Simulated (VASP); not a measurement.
Input of a VASP 6.6.1 run:

The input INCAR:

```
SYSTEM = Al16P16H
  ALGO = Fast
  EDIFF = 1E-7
  ENCUT = 520
  GGA = PE
  ISIF = 2
  ISMEAR = 0
  LASPH = .TRUE.
  LCHARG = .FALSE.
  LREAL = Auto
  LWAVE = .FALSE.
  NBANDS = 86
  NELECT = 128.0
  NELM = 100
  PREC = Accurate
  SIGMA = 0.01
```

File KPOINTS:

```
Automatic mesh
0
Gamma
  2 2 2
  0.5 0.5 0.5
```

File POSCAR:

```
Al16P16H
1.0
   -5.5073398905     -5.5073398905      5.5073398905
    5.5073398905      5.5073398905      5.5073398905
   -5.5073398905      5.5073398905     -5.5073398905
Al P H
16 16 1
Direct
    0.7499043682      0.5000000000      0.7499043682
    0.0000000000      0.5000000000      0.5009902876
    0.7500000000      0.7500000000      0.5000000000
    0.2500956318      0.5000000000      0.2500956318
    0.0000000000      0.7500956318      0.2500956318
    0.7500000000      0.0000000000      0.2500000000
    0.5009902876      0.5000000000      0.0000000000
    0.2500956318      0.7500956318      0.0000000000
    0.0000000000      0.0009902876      0.0000000000
    0.7499043682      0.2499043682      0.0000000000
    0.5000000000      0.7500000000      0.7500000000
    0.2500000000      0.0000000000      0.7500000000
    0.0000000000      0.2499043682      0.7499043682
    0.4990097124     -0.0009902876      0.4990097124
    0.2500000000      0.2500000000      0.5000000000
    0.5000000000      0.2500000000      0.2500000000
    0.0000000000      0.7502447374      0.0000000000
    0.2502365725      0.7502365725      0.7502177932
    0.0000000000     -0.0000187793      0.7497634275
    0.5000187793      0.7497822068      0.5000187793
    0.2497822068      0.0000187793      0.5000187793
    0.0000000000      0.2497634275      0.4999812207
    0.7502177932      0.7502365725      0.2502365725
    0.5000187793      0.0000187793      0.2497822068
    0.2502365725      0.2502177932      0.2502365725
    0.0000000000      0.5000000000      0.2502447374
    0.7497634275     -0.0000187793      0.0000000000
    0.4999812207      0.2497634275      0.0000000000
    0.2502447374      0.5000000000      0.0000000000
    0.7497552626      0.2497552626      0.7497552626
    0.4999812207      0.5000000000      0.7497634275
    0.7497634275      0.5000000000      0.4999812207
    0.0000000000      0.5000000000      0.0000000000
```

Potentials or basis: VASP PAW PBE potentials, release 64 (Al, P, H).

Launch:

```sh
$ cat potpaw_PBE.64/Al/POTCAR potpaw_PBE.64/P/POTCAR potpaw_PBE.64/H/POTCAR > POTCAR
$ mpirun -np 1 vasp_std > vasp.out
```

(1) What does it give for the largest force?

(2) What does it give for the band gap on the k mesh?

Answers

(1) 0.606 eV/Å.

(2) 0.53 eV, direct.

Caveat: the cell carries a net charge on a neutralising background, which shifts energy and pressure; the cell is charged against a uniform background, so pressure and absolute levels hang on convention.
